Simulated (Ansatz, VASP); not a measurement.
## One calculation of SnO, two programs

```
Sn O
1.0
     3.16237    0.00000    0.00000
     0.00000    3.16237    0.00000
     0.00000    0.00000    3.16237
Sn O
1 1
Direct
  0.00000 0.00000 0.00000
  0.50000 0.50000 0.50000
```

Alike in both runs: task single point; functional PBE; k mesh 6 × 6 × 6; occupations fermi-dirac, width 0.02 eV; no spin polarisation.

|  | VASP | Ansatz |
| --- | --- | --- |
| version | VASP 6.6.1 | Ansatz 0.2.0 |
| potentials or method | VASP PAW PBE potentials, release 64 (Sn_d, O) | plane waves, PAW |
| plane-wave cutoff (eV) | 520 | 420 |
| valence electrons in the cell | 20 | 20 |

|  | VASP | Ansatz | Ansatz less VASP |
| --- | --- | --- | --- |
| pressure (GPa) | -2.5 | -2.4 | +0.10 |
